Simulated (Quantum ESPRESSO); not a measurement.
# Cr (Im-3m) in Quantum ESPRESSO: convergence with wavefunction cutoff

Aim: find how far wavefunction cutoff must go before the results for Cr settle, at PBEsol. This setting moves, with any that are tied to it; all else stays.

All numbers are computed with Quantum ESPRESSO 7.5; they aren't measurements. Logs are shortened: lines on timing, memory, paths and dates and some standing lists are left out, and cuts for length are marked.

## Step 1: Starting point

Symmetry: Im-3m, No. 229, cubic system. Conventional cell: a = 2.969 Å, b = 2.969 Å, c = 2.969 Å, α = 90.00°, β = 90.00°, γ = 90.00°. Cr (site symmetry m-3m) has 8 Cr at 2.57 Å as nearest neighbours.

## Step 2: With wavefunction cutoff 48 Ry

File pw.in:

```
&CONTROL
  calculation = 'scf'
  prefix = 'pwscf'
  outdir = './tmp'
  pseudo_dir = './pseudo'
  tprnfor = .true.
  tstress = .true.
  disk_io = 'nowf'
/
&SYSTEM
  ibrav = 0
  nat = 1
  ntyp = 1
  ecutwfc = 48
  nbnd = 16
  occupations = 'smearing'
  smearing = 'mv'
  degauss = 0.00999582
  nspin = 2
  starting_magnetization(1) = 0.2143
/
&ELECTRONS
  conv_thr = 2d-10
  electron_maxstep = 120
  mixing_beta = 0.3
/
ATOMIC_SPECIES
Cr    51.9961 Cr.upf
CELL_PARAMETERS angstrom
  -1.4844496776    1.4844496776    1.4844496776
   1.4844496776   -1.4844496776    1.4844496776
   1.4844496776    1.4844496776   -1.4844496776
ATOMIC_POSITIONS crystal
Cr     0.0000000000    0.0000000000    0.0000000000
K_POINTS automatic
12 12 12 0 0 0
```

Potentials or basis: PseudoDojo 0.4 SR PBEsol stringent.

On the command line:

```sh
> OMP_NUM_THREADS=1 pw.x -in pw.in > pw.out
```

pw.out:

```text
This program is part of the open-source Quantum ESPRESSO suite
     for quantum simulation of materials; please cite
         "P. Giannozzi et al., J. Phys.:Condens. Matter 21 395502 (2009);
         "P. Giannozzi et al., J. Phys.:Condens. Matter 29 465901 (2017);
         "P. Giannozzi et al., J. Chem. Phys. 152 154105 (2020);
     in publications or presentations arising from this work. More details at

     Message from routine setup:
     using ibrav=0 with symmetry is DISCOURAGED, use correct ibrav instead

     G-vector sticks info
     --------------------
     sticks:   dense  smooth     PW     G-vecs:    dense   smooth      PW
     Sum         341     341    137                 3997     3997    1055

     Using Slab Decomposition

     bravais-lattice index     =            0
     lattice parameter (alat)  =       4.8588  a.u.
     unit-cell volume          =      88.2984 (a.u.)^3
     number of atoms/cell      =            1
     number of atomic types    =            1
     number of electrons       =        14.00
     number of Kohn-Sham states=           16
     kinetic-energy cutoff     =      48.0000  Ry
     charge density cutoff     =     192.0000  Ry
     scf convergence threshold =      2.0E-10
     mixing beta               =       0.3000
     number of iterations used =            8  plain     mixing
     Exchange-correlation= PBESOL
                           (   1   4  10   8   0   0   0)

     celldm(1)=   4.858755  celldm(2)=   0.000000  celldm(3)=   0.000000
     celldm(4)=   0.000000  celldm(5)=   0.000000  celldm(6)=   0.000000

     crystal axes: (cart. coord. in units of alat)
               a(1) = (  -0.577350   0.577350   0.577350 )
               a(2) = (   0.577350  -0.577350   0.577350 )
               a(3) = (   0.577350   0.577350  -0.577350 )

     reciprocal axes: (cart. coord. in units 2 pi/alat)
               b(1) = ( -0.000000  0.866025  0.866025 )
               b(2) = (  0.866025 -0.000000  0.866025 )
               b(3) = (  0.866025  0.866025  0.000000 )

     PseudoPot. # 1 for Cr read from file:
     Cr.upf
     Pseudo is Norm-conserving + core correction, Zval = 14.0
     Generated using ONCVPSP code by D. R. Hamann
     Using radial grid of 1638 points,  6 beta functions with:
                l(1) =   0
                l(2) =   0
                l(3) =   1
                l(4) =   1
                l(5) =   2
                l(6) =   2

     atomic species   valence    mass     pseudopotential
     Cr               14.00    51.99610     Cr( 1.00)

     Starting magnetic structure
     atomic species   magnetization
     Cr              0.214

     48 Sym. Ops., with inversion, found

   Cartesian axes

     site n.     atom                  positions (alat units)
         1        Cr     tau(   1) = (   0.0000000   0.0000000   0.0000000  )

     number of k points=    72  Marzari-Vanderbilt smearing, width (Ry)=  0.0100
                       cart. coord. in units 2pi/alat
        k(    1) = (   0.0000000   0.0000000   0.0000000), wk =   0.0005787
        k(    2) = (   0.0721688   0.0721688   0.0000000), wk =   0.0069444
        k(    3) = (   0.1443376   0.1443376   0.0000000), wk =   0.0069444
        k(    4) = (   0.2165064   0.2165064   0.0000000), wk =   0.0069444
        k(    5) = (   0.2886751   0.2886751   0.0000000), wk =   0.0069444
        k(    6) = (   0.3608439   0.3608439   0.0000000), wk =   0.0069444
[... 64 lines left out ...]
        k(   71) = (  -0.8660254  -0.0721688  -0.0721688), wk =   0.0069444
        k(   72) = (  -0.8660254  -0.8660254  -0.8660254), wk =   0.0005787

     Dense  grid:     3997 G-vectors     FFT dimensions: (  24,  24,  24)

     Check: negative core charge=   -0.000002
     Generating pointlists ...
     new r_m :   0.4125 (alat units)  2.0042 (a.u.) for type    1

     Initial potential from superposition of free atoms

     starting charge      13.9987, renormalised to      14.0000
     Starting wfcs are   10 randomized atomic wfcs +    6 random wfcs

     Self-consistent Calculation

     iteration #  1     ecut=    48.00 Ry     beta= 0.30
     Davidson diagonalization with overlap
     ethr =  1.00E-02,  avg # of iterations =  5.4

     total energy              =    -180.73441165 Ry
     estimated scf accuracy    <       1.46542133 Ry

     total magnetization       =     0.50 Bohr mag/cell
     absolute magnetization    =     0.52 Bohr mag/cell

     iteration #  2     ecut=    48.00 Ry     beta= 0.30
     Davidson diagonalization with overlap
     ethr =  1.00E-02,  avg # of iterations =  1.0

     total energy              =    -180.83165878 Ry
     estimated scf accuracy    <       0.19429795 Ry

     total magnetization       =     0.47 Bohr mag/cell
     absolute magnetization    =     0.52 Bohr mag/cell

     iteration #  3     ecut=    48.00 Ry     beta= 0.30
     Davidson diagonalization with overlap
     ethr =  1.39E-03,  avg # of iterations =  1.4

     total energy              =    -180.88646270 Ry
     estimated scf accuracy    <       0.03381443 Ry

     total magnetization       =     0.28 Bohr mag/cell
     absolute magnetization    =     0.35 Bohr mag/cell

     iteration #  4     ecut=    48.00 Ry     beta= 0.30
     Davidson diagonalization with overlap
     ethr =  2.42E-04,  avg # of iterations =  1.5

     total energy              =    -180.88695744 Ry
     estimated scf accuracy    <       0.02973133 Ry

     total magnetization       =    -0.01 Bohr mag/cell
     absolute magnetization    =     0.03 Bohr mag/cell

     iteration #  5     ecut=    48.00 Ry     beta= 0.30
     Davidson diagonalization with overlap
     ethr =  2.12E-04,  avg # of iterations =  1.5

     total energy              =    -180.89558480 Ry
     estimated scf accuracy    <       0.00232906 Ry
[... 58 lines left out ...]
     total energy              =    -180.89640375 Ry
     estimated scf accuracy    <          2.1E-09 Ry

     total magnetization       =    -0.00 Bohr mag/cell
     absolute magnetization    =     0.00 Bohr mag/cell

     iteration # 12     ecut=    48.00 Ry     beta= 0.30
     Davidson diagonalization with overlap
     ethr =  1.47E-11,  avg # of iterations =  2.0

     total energy              =    -180.89640375 Ry
     estimated scf accuracy    <          3.7E-09 Ry

     total magnetization       =    -0.00 Bohr mag/cell
     absolute magnetization    =     0.00 Bohr mag/cell

     iteration # 13     ecut=    48.00 Ry     beta= 0.30
     Davidson diagonalization with overlap
     ethr =  1.47E-11,  avg # of iterations =  1.2

     total energy              =    -180.89640375 Ry
     estimated scf accuracy    <          2.3E-10 Ry

     total magnetization       =    -0.00 Bohr mag/cell
     absolute magnetization    =     0.00 Bohr mag/cell

     iteration # 14     ecut=    48.00 Ry     beta= 0.30
     Davidson diagonalization with overlap
     ethr =  1.66E-12,  avg # of iterations =  1.0

     Magnetic moment per site  (integrated on atomic sphere of radius R)
     atom   1 (R=0.412)  charge= 12.1438  magn= -0.0000

     End of self-consistent calculation

     Number of k-points >= 100: set verbosity='high' to print the bands.

     the Fermi energy is    17.5189 ev

!    total energy              =    -180.89640375 Ry
     estimated scf accuracy    <          2.4E-11 Ry
     smearing contrib. (-TS)   =      -0.00006764 Ry
     internal energy E=F+TS    =    -180.89633611 Ry

     The total energy is F=E-TS. E is the sum of the following terms:
     one-electron contribution =     -59.45872131 Ry
     hartree contribution      =      35.70347184 Ry
     xc contribution           =     -30.00417873 Ry
     ewald contribution        =    -127.13690792 Ry

     total magnetization       =    -0.00 Bohr mag/cell
     absolute magnetization    =     0.00 Bohr mag/cell

     convergence has been achieved in  14 iterations

     Forces acting on atoms (cartesian axes, Ry/au):

     atom    1 type  1   force =     0.00000000    0.00000000    0.00000000

     Total force =     0.000000     Total SCF correction =     0.000000

     Computing stress (Cartesian axis) and pressure

          total   stress  (Ry/bohr**3)                   (kbar)     P=    -4884.28
  -0.03320267   0.00000000   0.00000000        -4884.28        0.00        0.00
   0.00000000  -0.03320267   0.00000000            0.00    -4884.28        0.00
   0.00000000   0.00000000  -0.03320267            0.00        0.00    -4884.28

=------------------------------------------------------------------------------=
   JOB DONE.
=------------------------------------------------------------------------------=
```

Run time: 25 s. Hardware: 1 thread of Arm Neoverse V1, shared host; peak memory 0.05 GiB.

What came out:

* Free energy: -2461.2210 eV
* Pressure: -488.4 GPa
* Band gap on the k mesh: none (metal or under the smearing width)
* Net moment: 0.00 μB per cell
* Absolute moment: 0.00 μB per cell
* Valence electrons inside the program's atomic spheres: Cr 12.14

## Step 3: With wavefunction cutoff 60 Ry

Changes to pw.in since step 2:

```diff
@@ -13,3 +13,3 @@
   ntyp = 1
-  ecutwfc = 48
+  ecutwfc = 60
   nbnd = 16
```

Potentials or basis: PseudoDojo 0.4 SR PBEsol stringent.

On the command line:

```sh
> OMP_NUM_THREADS=1 pw.x -in pw.in > pw.out
```

Run time: 33 s. Hardware: 1 thread of Arm Neoverse V1, shared host; peak memory 0.05 GiB.

What came out:

```yaml
Free_energy: -2470.4170 eV
Pressure: -293.1 GPa
Band_gap_on_the_k_mesh: none (metal or under the smearing width)
Net_moment: 0.00 μB per cell
Absolute_moment: 0.00 μB per cell
Valence_electrons_inside_the_program's_atomic_spheres: Cr 12.24
```

## Step 4: With wavefunction cutoff 72 Ry

Changes to pw.in since step 3:

```diff
@@ -13,3 +13,3 @@
   ntyp = 1
-  ecutwfc = 60
+  ecutwfc = 72
   nbnd = 16
```

On the command line:

```sh
> OMP_NUM_THREADS=1 pw.x -in pw.in > pw.out
```

Wall time 50 s (1 thread of Arm Neoverse V1, shared host); peak memory 0.06 GiB.

What came out:

```yaml
Free_energy: -2474.6395 eV
Pressure: -148.8 GPa
Band_gap_on_the_k_mesh: none (metal or under the smearing width)
Net_moment: 0.00 μB per cell
Absolute_moment: 0.00 μB per cell
Valence_electrons_inside_the_program's_atomic_spheres: Cr 12.28
```

## Step 5: With wavefunction cutoff 84 Ry

Changes to pw.in since step 4:

```diff
@@ -13,3 +13,3 @@
   ntyp = 1
-  ecutwfc = 72
+  ecutwfc = 84
   nbnd = 16
```

On the command line:

```sh
> OMP_NUM_THREADS=1 pw.x -in pw.in > pw.out
```

Run time: 50 s. Hardware: 1 thread of Arm Neoverse V1, shared host; peak memory 0.08 GiB.

Results:

```yaml
Free_energy: -2475.9926 eV
Pressure: -75.4 GPa
Band_gap_on_the_k_mesh: none (metal or under the smearing width)
Net_moment: 0.00 μB per cell
Absolute_moment: 0.00 μB per cell
Valence_electrons_inside_the_program's_atomic_spheres: Cr 12.30
```

## Step 6: With wavefunction cutoff 96 Ry

Changes to pw.in since step 5:

```diff
@@ -13,3 +13,3 @@
   ntyp = 1
-  ecutwfc = 84
+  ecutwfc = 96
   nbnd = 16
```

Potentials or basis: PseudoDojo 0.4 SR PBEsol stringent.

On the command line:

```sh
> OMP_NUM_THREADS=1 pw.x -in pw.in > pw.out
```

Wall time 43 s (1 thread of Arm Neoverse V1, shared host); peak memory 0.09 GiB.

It converged, with:

| Quantity | Value |
| --- | --- |
| Free energy | -2476.3920 eV |
| Pressure | -43.0 GPa |
| Band gap on the k mesh | none (metal or under the smearing width) |
| Net moment | 0.00 μB per cell |
| Absolute moment | 0.00 μB per cell |
| Valence electrons inside the program's atomic spheres | Cr 12.30 |

## Step 7: With wavefunction cutoff 108 Ry

Changes to pw.in since step 6:

```diff
@@ -13,3 +13,3 @@
   ntyp = 1
-  ecutwfc = 96
+  ecutwfc = 108
   nbnd = 16
```

On the command line:

```sh
> OMP_NUM_THREADS=1 pw.x -in pw.in > pw.out
```

It took 87 s on 1 thread of Arm Neoverse V1, shared host; peak memory 0.11 GiB.

The run converged. Its results:

```yaml
Free_energy: -2476.4646 eV
Pressure: -34.4 GPa
Band_gap_on_the_k_mesh: none (metal or under the smearing width)
Net_moment: 0.00 μB per cell
Absolute_moment: 0.00 μB per cell
Valence_electrons_inside_the_program's_atomic_spheres: Cr 12.30
```

## Step 8: With wavefunction cutoff 120 Ry

Changes to pw.in since step 7:

```diff
@@ -13,3 +13,3 @@
   ntyp = 1
-  ecutwfc = 108
+  ecutwfc = 120
   nbnd = 16
```

On the command line:

```sh
> OMP_NUM_THREADS=1 pw.x -in pw.in > pw.out
```

Run time: 90 s. Hardware: 1 thread of Arm Neoverse V1, shared host; peak memory 0.12 GiB.

The run converged. Its results:

| Property | Result |
| --- | --- |
| Free energy | -2476.4740 eV |
| Pressure | -32.7 GPa |
| Band gap on the k mesh | none (metal or under the smearing width) |
| Net moment | 0.00 μB per cell |
| Absolute moment | 0.00 μB per cell |
| Valence electrons inside the program's atomic spheres | Cr 12.30 |

## Step 9: With wavefunction cutoff 144 Ry

Changes to pw.in since step 8:

```diff
@@ -13,3 +13,3 @@
   ntyp = 1
-  ecutwfc = 120
+  ecutwfc = 144
   nbnd = 16
```

Potentials or basis: PseudoDojo 0.4 SR PBEsol stringent.

On the command line:

```sh
> OMP_NUM_THREADS=1 pw.x -in pw.in > pw.out
```

Wall time 1.9 min (1 thread of Arm Neoverse V1, shared host); peak memory 0.15 GiB.

The run converged. Its results:

| Quantity | Value |
| --- | --- |
| Free energy | -2476.4746 eV |
| Pressure | -32.6 GPa |
| Band gap on the k mesh | none (metal or under the smearing width) |
| Net moment | 0.00 μB per cell |
| Absolute moment | 0.00 μB per cell |
| Valence electrons inside the program's atomic spheres | Cr 12.30 |

## Step 10: With wavefunction cutoff 180 Ry

Changes to pw.in since step 9:

```diff
@@ -13,3 +13,3 @@
   ntyp = 1
-  ecutwfc = 144
+  ecutwfc = 180
   nbnd = 16
```

On the command line:

```sh
> OMP_NUM_THREADS=1 pw.x -in pw.in > pw.out
```

It took 3.1 min on 1 thread of Arm Neoverse V1, shared host; peak memory 0.2 GiB.

Results (log left out):

```yaml
Free_energy: -2476.4749 eV
Pressure: -32.6 GPa
Band_gap_on_the_k_mesh: none (metal or under the smearing width)
Net_moment: 0.00 μB per cell
Absolute_moment: 0.00 μB per cell
Valence_electrons_inside_the_program's_atomic_spheres: Cr 12.30
```

## Step 11: The series at a glance

```
wavefunction cutoff  energy less the tightest run, at zero smearing (meV/atom)  pressure (GPa)  SCF cycles  CPU time (s)  peak memory (GiB)
              48 Ry                                                   15253.96         -488.43          14            25               0.05
              60 Ry                                                    6057.89         -293.06          17            33               0.05
              72 Ry                                                    1835.37         -148.77          16            50               0.06
              84 Ry                                                     482.31          -75.40          15            50               0.08
              96 Ry                                                      82.91          -43.00          15            43               0.09
             108 Ry                                                      10.31          -34.43          15            87               0.11
             120 Ry                                                       0.90          -32.73          15            90               0.12
             144 Ry                                                       0.32          -32.61          15           110               0.15
             180 Ry                                                       0.00          -32.60          15           190                0.2
```

Against the tightest run, the energy stays within 1 meV/atom from 120 Ry on; the pressure stays within 0.1 GPa from 144 Ry on. The tightest run that finished is the yardstick and may itself not be fully converged.

Caveats: the starting moments collapsed, and a magnetic state may lie lower; a pressure of tens of GPa on the cell as given is suspect, and the run, the potentials or the cell itself is likely at fault.
